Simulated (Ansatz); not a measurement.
Redistribution: C4H10 + C2H5NO → C3H9N + C3H6O

Species: C4H10 (isobutane) `CC(C)C`, singlet; C2H5NO (acetamide) `CC(N)=O`, singlet; C3H9N (isopropylamine) `CC(C)N`, singlet; C3H6O (acetone) `CC(C)=O`, singlet. The partners trade CH3 for NH2; both sit on C, so the bond types are kept.

Shapes, held fixed at every level: PBE0-D4/def2-TZVP. Flexible molecules stand in one conformer, not always the lowest. Programs: Ansatz 0.2.0. The zero-point and thermal change to 298 K, harmonic and unscaled (PBE0-D4/def2-TZVP), is -1.6 kJ/mol.

Q: Estimate the reaction enthalpy at 298 K.

A: From tabulated heats of formation (Active Thermochemical Tables, CRC Handbook of Chemistry and Physics), ΔH(298 K) = +73.9 kJ/mol. Nearest: HF/def2-SVP (+0.4); farthest: CCSD(T)/CBS estimate (-8.1). 8 of 8 levels lie within 10 kJ/mol. The CBS estimate extrapolates MP2 from def2-TZVPP and def2-QZVPP and adds CCSD(T) − MP2 in the triple-zeta set, cores frozen.

| level | kind | ΔH (kJ/mol) | computed − measured |
| --- | --- | --- | --- |
| HF/def2-SVP | Hartree–Fock | +74.3 | +0.4 |
| HF/def2-TZVPP | Hartree–Fock | +68.5 | -5.3 |
| B3LYP-D4/def2-TZVPP | global hybrid | +73.0 | -0.9 |
| BHLYP-D4/def2-TZVPP | global hybrid | +72.6 | -1.3 |
| PBE0-D4/def2-TZVPP | global hybrid | +75.6 | +1.7 |
| B2PLYP/def2-TZVPP | double hybrid | +71.7 | -2.2 |
| MP2/def2-TZVPP | perturbation theory | +71.8 | -2.1 |
| CCSD(T)/CBS estimate | coupled cluster or CI | +65.8 | -8.1 |
